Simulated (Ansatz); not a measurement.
## SiNi$_{3}$ (Pm-3m), zone-centre modes

These are results of DFT PBE, scalar-relativistic, plane waves, PAW (Ansatz), not measurements. The runs took a 420 eV cutoff, a Γ-centred 14×14×8 mesh and Gaussian smearing (0.15 eV). No spin polarisation. A magnetic state may lie lower.

The undisturbed cell (relaxed at this level; it needn't be the usual structure):

```yaml
crystal:
  lattice:
    - [3.50626, 0.00000, 0.00000]
    - [0.00000, 3.50626, 0.00000]
    - [0.00000, 0.00000, 7.01252]
  atoms:
    - { symbol: Si, position: [0.00000, 0.00000, 0.00000] }
    - { symbol: Si, position: [0.00000, 0.00000, 0.50000] }
    - { symbol: Ni, position: [0.00000, 0.50000, 0.25000] }
    - { symbol: Ni, position: [0.00000, 0.50000, 0.75000] }
    - { symbol: Ni, position: [0.50000, 0.00000, 0.25000] }
    - { symbol: Ni, position: [0.50000, 0.00000, 0.75000] }
    - { symbol: Ni, position: [0.50000, 0.50000, 0.00000] }
    - { symbol: Ni, position: [0.50000, 0.50000, 0.50000] }
```

Harmonic modes by finite displacements of 0.02 Å, without the LO–TO term. The cell doubles the primitive one, so its zone centre also holds the primitive cell's point q = (0, 0, 1/2).

**Question.** At this geometry, is the structure stable against these modes?

**Answer.** Yes: no mode is imaginary beyond 10 cm⁻¹, and only the three translations lie near zero.

**Question.** List the wavenumbers in cm⁻¹.

**Answer.** 0, 0, 0, 140, 140, 173, 173, 191, 194, 194, 194, 219, 223, 223, 223, 255, 260, 260, 289, 289, 315, 319, 319, 319.

Cost: 1 run of about 16 core-minutes, on Intel Xeon Platinum 8375C (Ice Lake) (shared hosts).